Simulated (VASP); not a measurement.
# TiO₂: relaxation of the cell, by functional

TiO₂, I4_1/amd (no. 141), 6 atoms in the cell.

| Functional | Volume (A^3) | Pressure left (GPa) | Ionic steps | SCF steps in all | Time (s) |
|---|---|---|---|---|---|
| PBEint | 68.795 | 0.00 | 7 | 72 | 755 |
| B97-D | 70.686 | 0.01 | 10 | 100 | 1170 |
| HCTH93 | 70.366 | 0.00 | 9 | 91 | 998 |

## Input of the first row

INCAR:
```
SYSTEM = TiO2
ALGO     = Normal         ! electronic algorithm
EDIFF    = 1E-7           ! SCF threshold, eV
EDIFFG   = -0.01          ! ionic threshold
ENCUT    = 600            ! plane-wave cutoff, eV
GGA      = LIBXC          ! functional
GGA_COMPAT= .False.      
IBRION   = 2              ! ionic algorithm
ISIF     = 3              ! what is computed and relaxed
ISMEAR   = 0              ! smearing method
LASPH    = .True.         ! aspherical terms in the spheres
LCHARG   = .False.        ! write CHGCAR
LIBXC1   = GGA_X_PBEINT 
LIBXC2   = GGA_C_PBEINT 
LREAL    = .False.        ! projectors in reciprocal space
LWAVE    = .False.        ! write WAVECAR
NELM     = 100            ! most SCF steps
NSW      = 40             ! ionic steps
PREC     = Accurate       ! precision mode
SIGMA    = 0.02           ! smearing width, eV
```

KPOINTS:
```
k-points
0
Gamma
  8 8 8
```

POSCAR:
```
TiO2
1.0
   -1.8921000000      1.8921000000      4.7573000000
    1.8921000000     -1.8921000000      4.7573000000
    1.8921000000      1.8921000000     -4.7573000000
Ti O
2 4
Direct
    0.7500000000      0.2500000000      0.5000000000
    0.0000000000      0.0000000000      0.0000000000
    0.7919000000      0.7919000000      0.0000000000
    0.5419000000      0.0419000000      0.5000000000
    0.9581000000      0.4581000000      0.5000000000
    0.2081000000      0.2081000000      0.0000000000
```

Commands:
```
cat potpaw_PBE.64/Ti_sv/POTCAR potpaw_PBE.64/O/POTCAR > POTCAR
mpirun -np 1 vasp_std > vasp.out
```

Changes of the last row against the first:
```
- LIBXC1 = GGA_X_PBEINT
- LIBXC2 = GGA_C_PBEINT
+ LIBXC1 = GGA_XC_HCTH_93
```

VASP 6.6.1 took 755 s on 1 core (Intel Xeon Platinum 8488C (Sapphire Rapids)), a shared host.
